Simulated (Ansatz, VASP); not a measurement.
Al: VASP beside Ansatz

INCAR

```
SYSTEM = Al
  ALGO = Normal
  EDIFF = 1E-6
  EDIFFG = -0.005
  ENCUT = 600
  GGA = PE
  IBRION = 2
  ISIF = 3
  ISMEAR = 0
  IVDW = 12
  LASPH = .TRUE.
  LCHARG = .FALSE.
  LREAL = .FALSE.
  LWAVE = .FALSE.
  NELM = 100
  NSW = 70
  PREC = Accurate
  SIGMA = 0.1
```

Contents of KPOINTS:

```
k-points
0
G
  18 18 18
  0 0 0
```

File POSCAR:

```
Al
1.0
    0.0000000000      2.0207284053      2.0207284053
    2.0207284053      0.0000000000      2.0207284053
    2.0207284053      2.0207284053      0.0000000000
Al
1
Direct
    0.0000000000      0.0000000000      0.0000000000
```

Input for Ansatz:

```yaml
crystal:
  lattice:
    - [0.0, 2.0207284053, 2.0207284053]
    - [2.0207284053, 0.0, 2.0207284053]
    - [2.0207284053, 2.0207284053, 0.0]
  atoms:
    - { symbol: Al, position: [0.0, 0.0, 0.0] }
basis:
  ecutwfc: 420
kpoints:
  mp_grid: { grid: [18, 18, 18] }
hamiltonian:
  xc: pbe
  dispersion: d3bj
scf:
  occupations: { method: gaussian, width: 0.1 }
output:
  forces: true
  stress: true
  eigenvalues: true
relax:
  adjacent_minimum: "off"
  f_tol: 0.005
  max_steps: 50
  cell: { stress_tol: 0.05 }
```

Alike in both runs: task relaxation of cell and atoms; functional PBE; dispersion D3(BJ); k mesh 18 × 18 × 18; occupations gaussian, width 0.1 eV; no spin polarisation.

|  | VASP | Ansatz |
| --- | --- | --- |
| version | VASP 6.6.1 | Ansatz 0.2.0 |
| potentials or method | VASP PAW PBE potentials, release 64 (Al) | scalar-relativistic, plane waves, PAW |
| plane-wave cutoff (eV) | 600 | 420 |
| valence electrons in the cell | 3 | 3 |

|  | VASP | Ansatz | Ansatz less VASP |
| --- | --- | --- | --- |
| gap on the k mesh at the Fermi level, each at its own relaxed structure (eV) | none | none | - |
| relaxed volume (Å³/atom) | 15.78 | 15.79 | +0.008 |
| relaxed cell length with the largest relative difference (Å) | 2.815 | 2.816 | +0.0005 |
| energy change over the relaxation (meV/atom) | -8 | -8 | +0.2 |

A gap of «none» marks a metal or a gap that the smearing closes.

Caveats: pairwise dispersion overbinds metals, which lowers pressure and volume.
